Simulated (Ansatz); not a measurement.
## Al3Cu2: a faulty run and its cure

The input below was meant for crystalline Al3Cu2, with r2SCAN, plane waves and PAW in Ansatz.

```yaml
crystal:
  lattice:
    - [4.0919516368, 0.0, 0.0]
    - [-2.0459758184, 3.5437340685, 0.0]
    - [0.0, 0.0, 4.9927787]
  atoms:
    - { symbol: Al, position: [0.0, 0.0, 0.0] }
    - { symbol: Al, position: [0.0, 2.3625, 1.7471] }
    - { symbol: Al, position: [2.046, 1.1812, 3.2457] }
    - { symbol: Cu, position: [0.0, 2.3625, 4.1915] }
    - { symbol: Cu, position: [2.046, 1.1812, 0.8013] }
basis:
  ecutwfc: 500
kpoints:
  mp_grid: { grid: [6, 6, 4] }
hamiltonian:
  xc: r2scan
scf:
  occupations: { method: gaussian, width: 0.1 }
  max_iter: 83
output:
  forces: true
  stress: true
  eigenvalues: true
```

Command:

```bash
ansatz run input.yaml --threads 1 --pin off --max-ram 2560MiB --backend cpu --events-out ev --progress --plain --runs-dir out
```

From the log (HF is the Harris–Foulkes energy, dr2 the density residual in eV):

```text
Pseudopotential: Al, paw, valence charge 3, recommended cutoff 500 eV (meta_gga)
Pseudopotential: Cu, paw, valence charge 19, recommended cutoff 500 eV (meta_gga)
Crystal: 5 atoms, lattice volume = 72.399 Å³
Basis set: ecut = 500 eV, 1861 PW (Γ), exchange–correlation on 120×120×160 points (64 copies of the dense FFT grid, shifted against one another)
Bands: 29, of which v1, the nominal top of the filled ones, is band 24 counted from 1 (23 counted from 0)
Symmetry: 1 space group operations
Space group: P1 (ITA 1), of the structure as read, at distance tolerance 4.2e-5 Å
k-points: 76 of 144 (time reversal used)
PAW frozen core: Al, regenerated for the run's functional (the file was generated under x = pbe(κ = 0.804, μ = 0.2195), c = pbe(β = 0.0667))
PAW frozen core: Cu, regenerated for the run's functional (the file was generated under x = pbe(κ = 0.804, μ = 0.2195), c = pbe(β = 0.0667))
Initial density: superposition of atomic densities, corrected by the library's trained network
SCF iter   1: HF=-23983.483411 eV  Δρ=5.15e0  dr2=1.15e4  dr2_τ=3.90e2
SCF iter   2: HF=-17022.366308 eV  Δρ=3.57e0  dr2=7.12e3  dr2_τ=7.97e4
SCF iter   3: HF=-15608.911162 eV  Δρ=1.82e0  dr2=1.79e3  dr2_τ=3.54e3
SCF iter   4: HF=-14704.276888 eV  Δρ=7.93e-1  dr2=3.19e2  dr2_τ=1.69e2
   ...
SCF iter  13: HF=-14596.386659 eV  Δρ=4.20e-5  dr2=1.42e-6  dr2_τ=4.39e-8
SCF iter  14: HF=-14596.386660 eV  Δρ=1.67e-5  dr2=1.66e-7  dr2_τ=4.24e-9
SCF iter  15: F=-14596.386660 eV  HF=-14596.386660 eV  Δρ=8.49e-6  dr2=4.41e-8  dr2_τ=8.47e-10
Error: refused after 15 iterations: one_centre_occupation = 2.45e0 (threshold 2.00e0); read on the Al atom at site 2 (counted from 0), in its partial waves of l = 2. The loop had accepted its state. The figure is how many electrons the atom's PAW partial-wave expansion lays in one spin orbital inside its sphere …
```

Question: Why did this happen?

Answer: The fault is Cartesian positions typed as fractional ones. The positions, taken modulo the cell, no longer form the crystal. The cure is fractional positions.

Mended input, as a difference (which also takes the mesh and iteration limit of the reference run):

```diff
 crystal:
   atoms:
-    - { symbol: Al, position: [0.0, 2.3625, 1.7471] }
-    - { symbol: Al, position: [2.046, 1.1812, 3.2457] }
-    - { symbol: Cu, position: [0.0, 2.3625, 4.1915] }
-    - { symbol: Cu, position: [2.046, 1.1812, 0.8013] }
+    - { symbol: Al, position: [0.33333333, 0.66666667, 0.34992535] }
+    - { symbol: Al, position: [0.66666667, 0.33333333, 0.65007465] }
+    - { symbol: Cu, position: [0.33333333, 0.66666667, 0.83951213] }
+    - { symbol: Cu, position: [0.66666667, 0.33333333, 0.16048787] }
 kpoints:
-  mp_grid: { grid: [6, 6, 4] }
+  mp_grid: { grid: [12, 12, 8] }
 scf:
-  max_iter: 83
```

The mended run converges, with a pressure of 0.50 GPa, no gap.

The mended run took 80 s on 1 thread of Intel(R) Xeon(R) Processor @ 2.50GHz (Skylake/Cascade Lake), with other jobs on the host, peak memory 0.69 GiB.